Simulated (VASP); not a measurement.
A run of VASP 6.6.1:

INCAR

```
SYSTEM = Na
ALGO = Normal
EDIFF = 1E-6
ENCUT = 520
GGA = PS
ISIF = 2
ISMEAR = 0
LASPH = .TRUE.
LCHARG = .FALSE.
LREAL = .FALSE.
LWAVE = .FALSE.
NBANDS = 14
NELM = 80
PREC = Accurate
SIGMA = 0.1
```

The input KPOINTS:

```
k-points
0
G
  6 6 4
  0 0 0
```

File POSCAR:

```
Na
1.0
    3.7670009976      0.0000000000      0.0000000000
   -1.8835004988      3.2623185600      0.0000000000
    0.0000000000      0.0000000000      6.1540000000
Na
2
Direct
    0.3333333333      0.6666666667      0.2500000000
    0.6666666667      0.3333333333      0.7500000000
```

Potentials or basis: VASP PAW PBE potentials, release 64 (Na_pv).

The run is started by

```bash
$ cat potpaw_PBE.64/Na_pv/POTCAR > POTCAR
$ mpirun -np 1 vasp_std > vasp.out
```

Hardware: 1 thread of Intel(R) Xeon(R) Platinum 8488C (Sapphire Rapids), with other jobs on the host.

Problem. Estimate the wall time of this run.

Solution. It took 15 s on 1 thread of Intel(R) Xeon(R) Platinum 8488C (Sapphire Rapids), on a shared host, peak memory 0.17 GiB. Counts: scf iterations 9, k points 21.
